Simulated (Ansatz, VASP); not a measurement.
# In2Si2O7 (In2Si2O7 (C2/m)): VASP beside Ansatz, part 2 of 2

One calculation is typed for both programs; each brings its own data sets. How far apart do they land? The cell is taken from a series of runs on this material, whose earlier steps may have relaxed, scaled, displaced or heated it; both programs get it as it stands.

VASP 6.6.1 and Ansatz 0.2.0.

So far: Starting point; Ansatz: relaxation of cell and atoms, PBEsol.

### 3. VASP: relaxation of cell and atoms, PBEsol

Level of this step: PBEsol; plane waves and PAW (In_d, Si, O) (VASP).

The same cell, functional and mesh now go to VASP, with its own data sets.

Lines of VASP's logs that name or quote its potential files are left out, and so is its time.

INCAR reads:

```
SYSTEM = In2Si2O7
PREC = Accurate
ENCUT = 600
EDIFF = 1E-07
NELM = 120
ISMEAR = 0
SIGMA = 0.01
LREAL = .FALSE.
ALGO = Normal
GGA = PS
NBANDS = 49
LORBIT = 11
LWAVE = .FALSE.
LCHARG = .FALSE.
ISIF = 3
IBRION = 2
NSW = 80
EDIFFG = -0.005
LASPH = .TRUE.
GGA_COMPAT = .FALSE.
NELMIN = 4
EFERMI = MIDGAP
KPAR = 2
```

POSCAR reads:

```
In2Si2O7
1.0
    3.3269190000     -4.3200000000      0.0000000000
    3.3269190000      4.3200000000      0.0000000000
   -1.0479060000      0.0000000000      4.5995430000
In Si O
2 2 7
Direct
    0.3077668031      0.6922575438      0.0000000000
    0.6922575438      0.3077668031      0.0000000000
    0.2200444022      0.2200444022      0.4104755625
    0.7799814652      0.7799814652      0.5896237952
    0.9210663753      0.6097237827      0.7813819764
    0.3901517955      0.0788092029      0.2187173813
    0.0788092029      0.3901517955      0.2187173813
    0.6097237827      0.9210663753      0.7813819764
    0.0000007603      0.0000007603      0.5000496788
    0.6102692054      0.6102692054      0.2830716008
    0.3897224219      0.3897224219      0.7168103440
```

KPOINTS reads:

```
Automatic mesh
0
Gamma
6 6 6
0 0 0
```

Potentials, in the order of the species: In_d, Si and O (PBE family, release 64).

On the command line:

```console
> mpirun -np 2 vasp_std
```

Numbers of over 12 decimals in the logs are rounded to 6 here.

The program printed:

```text
[banner, memory and clock lines left out]
running    2 mpi-ranks, on    1 nodes
 distrk:  each k-point on    1 cores,    2 groups
 distr:  one band on    1 cores,    1 groups

 POSCAR found type information on POSCAR InSiO
 POSCAR found :  3 types and      11 ions
|                                                                             |
|               ----> ADVICE to this user running VASP <----                  |
|                                                                             |
|     You enforced a specific xc type in the INCAR file but a different       |
|     [... a line on the potential file left out ...]
|     I HOPE YOU KNOW WHAT YOU ARE DOING!                                     |
|                                                                             |

 LDA part: xc-table for (Slater+PW92), standard interpolation
 POSCAR, INCAR and KPOINTS ok, starting setup
 FFT: planning ... GRIDC
 FFT: planning ... GRID_SOFT
 FFT: planning ... GRID
 WAVECAR not read
 entering main loop
       N       E                     dE             d eps       ncg     rms          rms(c)
DAV:   1     0.103668309186E+04    0.10367E+04   -0.39395E+04  6800   0.208E+03
DAV:   2     0.888862562237E+02   -0.94780E+03   -0.88921E+03  7376   0.564E+02
DAV:   3    -0.789730370310E+02   -0.16786E+03   -0.16328E+03  7461   0.227E+02
DAV:   4    -0.896669174398E+02   -0.10694E+02   -0.10598E+02  8838   0.612E+01
DAV:   5    -0.900037849404E+02   -0.33687E+00   -0.33612E+00  8376   0.109E+01    0.253E+01
DAV:   6    -0.792332342583E+02    0.10771E+02   -0.36780E+01 11112   0.650E+01    0.160E+01
DAV:   7    -0.793573829641E+02   -0.12415E+00   -0.38496E+00  8152   0.967E+00    0.531E+00
DAV:   8    -0.792880148439E+02    0.69368E-01   -0.23834E-01  9047   0.318E+00    0.288E+00
DAV:   9    -0.792716448773E+02    0.16370E-01   -0.61322E-02 10368   0.253E+00    0.444E-01
DAV:  10    -0.792720140624E+02   -0.36919E-03   -0.10967E-02  9773   0.864E-01    0.428E-01
DAV:  11    -0.792727170457E+02   -0.70298E-03   -0.27387E-03  8464   0.295E-01    0.193E-01
DAV:  12    -0.792727711217E+02   -0.54076E-04   -0.28786E-04 10331   0.139E-01    0.109E-01
DAV:  13    -0.792728311714E+02   -0.60050E-04   -0.10112E-04  7864   0.494E-02    0.170E-02
DAV:  14    -0.792728316791E+02   -0.50773E-06   -0.18210E-05 10102   0.312E-02    0.907E-03
DAV:  15    -0.792728324494E+02   -0.77030E-06   -0.35778E-06  7872   0.101E-02    0.569E-03
DAV:  16    -0.792728327864E+02   -0.33695E-06   -0.11096E-06  8456   0.661E-03    0.278E-03
DAV:  17    -0.792728327954E+02   -0.90367E-08   -0.16114E-07  6552   0.276E-03
   1 F= -.79272833E+02 E0= -.79272833E+02  d E =-.792728E+02
[... from here on, the cycles between the ionic steps are left out ...]
   2 F= -.79254606E+02 E0= -.79254606E+02  d E =0.182271E-01
  13 F= -.79289452E+02 E0= -.79289452E+02  d E =-.112159E-03
  14 F= -.79289436E+02 E0= -.79289436E+02  d E =-.957959E-04
  15 F= -.79289456E+02 E0= -.79289456E+02  d E =-.115767E-03
  16 F= -.79289476E+02 E0= -.79289476E+02  d E =-.202384E-04
  17 F= -.79289476E+02 E0= -.79289476E+02  d E =-.202435E-04
  18 F= -.79289483E+02 E0= -.79289483E+02  d E =-.696661E-05
  19 F= -.79289484E+02 E0= -.79289484E+02  d E =-.793097E-05
  20 F= -.79289490E+02 E0= -.79289490E+02  d E =-.601355E-05
  21 F= -.79289490E+02 E0= -.79289490E+02  d E =-.614540E-05
  22 F= -.79289495E+02 E0= -.79289495E+02  d E =-.498529E-05
  23 F= -.79289497E+02 E0= -.79289497E+02  d E =-.694434E-05
 curvature:  -1.57 expect dE=-0.729E-05 dE for cont linesearch -0.374E-08
 trial: gam= 0.11861 g(F)=  0.383E-05 g(S)=  0.812E-06 ort = 0.387E-06 (trialstep = 0.489E+00)
 search vector abs. value=  0.562E-05
 bond charge predicted
       N       E                     dE             d eps       ncg     rms          rms(c)
DAV:   1    -0.792894987463E+02   -0.17326E-05   -0.24755E-04  7759   0.886E-02    0.837E-03
DAV:   2    -0.792894986943E+02    0.52051E-07   -0.80711E-06  8752   0.186E-02    0.323E-03
DAV:   3    -0.792894984641E+02    0.23018E-06   -0.56232E-07  7974   0.628E-03    0.145E-03
DAV:   4    -0.792894983836E+02    0.80495E-07   -0.75745E-08  4643   0.290E-03
  24 F= -.79289498E+02 E0= -.79289498E+02  d E =-.135980E-05
 trial-energy change:   -0.000001  1 .order   -0.000001   -0.000002   -0.000001
 step:   0.6766(harm=  0.6766)  dis= 0.00013  next Energy=   -79.289499 (dE=-0.159E-05)
 reached required accuracy - stopping structural energy minimisation
```

Parts of OUTCAR (step 3):

```text
ion  position               nearest neighbor table
   1  0.308  0.692  0.000-   6 2.12   5 2.12  10 2.16  11 2.16   8 2.26   7 2.26   2 3.32   4 3.40
                             3 3.40   3 3.41   4 3.42   4 3.42   3 3.42   2 3.47   2 3.47
   2  0.692  0.308  0.000-   7 2.12   8 2.12  10 2.16  11 2.16   5 2.26   6 2.26   1 3.32   4 3.40
                             3 3.40   3 3.41   4 3.42   4 3.42   3 3.42   1 3.47   1 3.47
   3  0.220  0.220  0.410-   9 1.61  11 1.62   6 1.64   7 1.64   1 3.40   2 3.40   1 3.41   2 3.41
                             1 3.42   2 3.42
   4  0.780  0.780  0.590-   9 1.61  10 1.63   5 1.64   8 1.64   1 3.40   2 3.40   1 3.42   2 3.42
                             1 3.42   2 3.42
   5  0.921  0.610  0.781-   4 1.64   1 2.12   2 2.26
   6  0.390  0.079  0.219-   3 1.64   1 2.12   2 2.26
   7  0.079  0.390  0.219-   3 1.64   2 2.12   1 2.26
   8  0.610  0.921  0.781-   4 1.64   2 2.12   1 2.26
   9  0.000  0.000  0.500-   4 1.61   3 1.61
  10  0.610  0.610  0.283-   4 1.63   2 2.16   1 2.16
  11  0.390  0.390  0.717-   3 1.62   2 2.16   1 2.16

  LATTYP: Found a base centered monoclinic cell.
 ALAT       =     6.6538380000
 B/A-ratio  =     1.2984987011
 C/A-ratio  =     0.7089749169
 COS(beta)  =    -0.2221361465

 Subroutine GETGRP returns: Found  2 space group operations
 (whereof  2 operations were pure point group operations)

The static configuration has the point symmetry C_1h.

 Found     68 irreducible k-points:

   k-points           NKPTS =     68   k-points in BZ     NKDIM =     68   number of bands    NBANDS=     49

   dimension x,y,z NGX =    48 NGY =   48 NGZ =   40
   dimension x,y,z NGXF=    96 NGYF=   96 NGZF=   80

   ENCUT  =  600.0 eV  44.10 Ry    6.64 a.u.  10.89 10.89  9.42*2*pi/ulx,y,z

   NELECT =      76.0000    total number of electrons

 k-points in reciprocal lattice and weights: Automatic mesh
   0.00000000  0.00000000  0.00000000       0.005
   0.16666667 -0.00000000  0.00000000       0.019
   0.33333333 -0.00000000  0.00000000       0.019
   0.50000000 -0.00000000  0.00000000       0.009
   0.16666667  0.16666667  0.00000000       0.009
   0.33333333  0.16666667  0.00000000       0.019
   0.50000000  0.16666667  0.00000000       0.019
  -0.33333333  0.16666667  0.00000000       0.019
  -0.16666667  0.16666667  0.00000000       0.009
[...]
-0.33333333  0.33333333  0.50000000       0.009
   0.50000000  0.50000000  0.50000000       0.005

 average (electrostatic) potential at core
       1 -94.6906       2 -94.6906       3 -83.4918       4 -83.4919       5 -69.5690
       6 -69.5690       7 -69.5690       8 -69.5690       9 -69.8389      10 -69.5085
      11 -69.5086

 E-fermi :   5.2503

 k-point     1 :       0.0000    0.0000    0.0000
  band No.  band energies     occupation
    ...
     34       2.8100      2.00000
     35       3.0204      2.00000
     36       3.2789      2.00000
     37       3.3767      2.00000
     38       3.8222      2.00000
     39       6.6783      0.00000
     40      10.1195      0.00000
     41      11.5550      0.00000
     42      12.0916      0.00000
     43      12.2251      0.00000
    ...

 k-point     2 :       0.1667   -0.0000    0.0000
  band No.  band energies     occupation
    ...
     34       2.9839      2.00000
     35       3.0507      2.00000
     36       3.2520      2.00000
     37       3.3426      2.00000
     38       3.7558      2.00000
     39       7.0895      0.00000
     40      10.0153      0.00000
     41      11.5797      0.00000
     42      12.0692      0.00000
     43      12.3190      0.00000
    ...

 k-point     3 :       0.3333   -0.0000    0.0000
  band No.  band energies     occupation
    ...
     34       2.9619      2.00000
     35       3.1446      2.00000
     36       3.2303      2.00000
     37       3.3954      2.00000
     38       3.6858      2.00000
     39       7.9840      0.00000
     40       9.6658      0.00000
     41      11.4889      0.00000
     42      12.0768      0.00000
     43      12.6115      0.00000
    ...

  Total       -0.0056839      0.0017654     -0.0010616      0.0000000      0.0000000      0.0051993
  in kB       -0.0687528      0.0213547     -0.0128416      0.0000000      0.0000000      0.0628908
  external PRESSURE =      -0.0200799 kB  Pullay stress =       0.0000000 kB

  energy-cutoff  :      600.00
  volume of cell :      132.46
      direct lattice vectors                 reciprocal lattice vectors
     3.315842135 -4.327153721  0.004024334     0.150750066 -0.115549396  0.033938667
     3.315842135  4.327153721  0.004024334     0.150750066  0.115549396  0.033938667
    -1.038870424  0.000000000  4.614494310    -0.000262940  0.000000000  0.216649273

 POSITION                                       TOTAL-FORCE (eV/Angst)
 -----------------------------------------------------------------------------------
      3.31567      1.66514      0.00411         0.000096      0.001255      0.000107
      3.31567     -1.66514      0.00411         0.000096     -0.001255      0.000107
      1.04588      0.00000      1.89306         0.001373     -0.000000      0.001669
      4.54659      0.00000      2.72972        -0.000635     -0.000000     -0.003909
      4.25613     -1.35808      3.61209        -0.000352      0.000520      0.000013
      1.33636     -1.35806      1.01062        -0.000037      0.000971      0.000360
      1.33636      1.35806      1.01062        -0.000037     -0.000971      0.000360
      4.25613      1.35808      3.61209        -0.000352     -0.000520      0.000013
      6.11213      0.00000      2.31553        -0.000905     -0.000000     -0.000078
      3.73525      0.00000      1.30864         0.002599     -0.000000     -0.000588
      1.85739      0.00000      3.31398        -0.001845     -0.000000      0.001943
 -----------------------------------------------------------------------------------
    total drift:                               -0.000177     -0.000000     -0.000124

  FREE ENERGIE OF THE ION-ELECTRON SYSTEM (eV)
  ---------------------------------------------------
  free  energy   TOTEN  =       -79.2894983836 eV

  energy  without entropy=      -79.2894983836  energy(sigma->0) =      -79.28949838

 reached required accuracy - stopping structural energy minimisation

 total charge
# of ion       s       p       d       tot
------------------------------------------
    1        0.603   0.631  10.070  11.304
    2        0.603   0.631  10.070  11.304
    3        0.656   0.988   0.000   1.644
    4        0.656   0.988   0.000   1.644
    5        1.546   3.549   0.000   5.095
    6        1.546   3.549   0.000   5.095
    7        1.546   3.549   0.000   5.095
    8        1.546   3.549   0.000   5.095
    9        1.539   3.697   0.000   5.235
   10        1.547   3.575   0.000   5.122
   11        1.547   3.575   0.000   5.122
--------------------------------------------------
tot         13.334  28.281  20.140  61.754

[... 3 further parts left out ...]
```

The run keeps the 2 symmetry operations of its start, so it cannot find a distortion of lower symmetry.

### 4. Differences

Known differences besides the potentials themselves: fixed occupations in Ansatz, narrow Gaussian smearing in VASP; the cutoff is 420 eV in Ansatz and 600 eV in VASP; Ansatz makes its cores anew for this functional, VASP keeps those of its PBE data sets; Ansatz adds a Pulay correction to the stress that steers its cell, VASP none. Total energies have different zeros and are not compared.

Compared:

```csv
quantity,Ansatz,VASP,difference
volume (Å³),132.22,132.46,-0.17 %
"edge a after relaxation, in the typed setting (Å)",5.450,5.452,-0.03 %
"edge c after relaxation, in the typed setting (Å)",4.724,4.730,-0.12 %
```

### 5. Results

```json
{
  "difference in volume (relaxation of cell and atoms, PBEsol)": "-0.17 %"
}
```

What this shows: The difference in volume is -0.17 % (relaxation of cell and atoms, PBEsol), within the 1.2 % picked in this series as the mark of a large difference, as far as the stopping tolerances let one tell. Such differences can come from data sets, numerical settings and the points named under the comparisons, not from the functional's error against experiment.

[Lines on the potential files, build, host, timing and source positions are cut from VASP's logs without a mark.]

[Logs are printed without paths, hosts, clocks, repeated set-up lines and the standing remarks that a program may print on its own settings, such as how far it seeks lower states.]

[Hosts, paths, dates, database ids (printed as entryN), source tags and the programs' standing remarks are cut or masked in the printed files.]
